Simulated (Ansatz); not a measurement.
Crystal: GaAs.

```
As Ga
1.0
     0.00000    2.82685    2.82685
     2.82685    0.00000    2.82685
     2.82685    2.82685    0.00000
As Ga
1 1
Direct
  0.75000 0.75000 0.75000
  0.00000 0.00000 0.00000
```

* Program: Ansatz 0.2.0
* Task: relaxation of cell and atoms
* Functional: RPBE
* Potentials or basis: all-electron LAPW, scalar-relativistic
* Basis error allowed: 0.001 eV/atom
* k mesh: 8 × 8 × 8
* Occupations: fermi-dirac, width 0.05 eV
* Spin: no spin polarisation

At the start: volume 22.59 Å³/atom.

**Question.** Where does the relaxation end?

**Answer.** Over 5 steps the energy falls by 27.9 meV/atom and the volume is 24.44 Å³/atom (+8.2 %); space group F-43m (No. 216, to 0.05 Å).

Step by step:
| step | energy change (eV) | largest force (eV/Å) | volume (Å³) |
| --- | --- | --- | --- |
| 1 | 0.0000 | 0.0000 | 45.18 |
| 2 | -0.0530 | 0.0000 | 48.01 |
| 3 | -0.0557 | 0.0000 | 48.75 |
| 4 | -0.0558 | 0.0000 | 48.88 |
| 5 | -0.0558 | 0.0000 | 48.88 |

Final structure:
```cif
data_structure
_symmetry_space_group_name_H-M 'P 1'
_symmetry_Int_Tables_number 1
_cell_length_a 4.1042
_cell_length_b 4.1042
_cell_length_c 4.1042
_cell_angle_alpha 60.000
_cell_angle_beta 60.000
_cell_angle_gamma 60.000
_cell_volume 48.88
loop_
_atom_site_label
_atom_site_type_symbol
_atom_site_fract_x
_atom_site_fract_y
_atom_site_fract_z
_atom_site_occupancy
As1 As 0.75000 0.75000 0.75000 1
Ga1 Ga 0.00000 0.00000 0.00000 1
```
